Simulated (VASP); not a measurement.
A run of VASP 6.6.1 is set up as follows.

File INCAR:

```
PREC = Accurate ; ENCUT = 600
EDIFF = 1E-6 ; ISMEAR = 0
SIGMA = 0.02 ; LREAL = F
LASPH = T ; NELM = 80
ALGO = Normal ; ISIF = 3
LWAVE = F ; LCHARG = F
METAGGA = R2SCAN ; LMIXTAU = T
IBRION = 2 ; NSW = 60
EDIFFG = -0.02
```

Contents of KPOINTS:

```
Automatic mesh
0
Gamma
  8 8 8
```

Contents of POSCAR:

```
GaAs
1.0
    0.0000000000      2.8750910500      2.8750910500
    2.8750910500      0.0000000000      2.8750910500
    2.8750910500      2.8750910500      0.0000000000
Ga As
1 1
Direct
    0.0000000000      0.0000000000      0.0000000000
    0.7500000000      0.7500000000      0.7500000000
```

Potentials or basis: VASP PAW PBE potentials, release 64 (Ga_d, As).

The run is started by

```console
$ cat potpaw_PBE.64/Ga_d/POTCAR potpaw_PBE.64/As/POTCAR > POTCAR
$ mpirun -np 1 vasp_std > vasp.out
```

Problem. Predict the band gap on the k mesh.

Solution. 0.94 eV, direct.

Problem. Predict the space group after relaxing (to 0.05 Å).

Solution. F-43m (No. 216).

Problem. Estimate the relaxed volume.

Solution. 22.75 Å³/atom.

The path:
| step | energy change (eV) | largest force (eV/Å) | pressure (GPa) | volume (Å³) |
| --- | --- | --- | --- | --- |
| 1 | 0.0000 | 0.0000 | -2.85 | 47.53 |
| 2 | -0.0153 | 0.0000 | 1.39 | 44.68 |
| 3 | -0.0188 | 0.0000 | -0.05 | 45.51 |

Caveat: the PAW data sets were made with another functional, which shifts forces and pressure a little. A k mesh can miss the band edges.
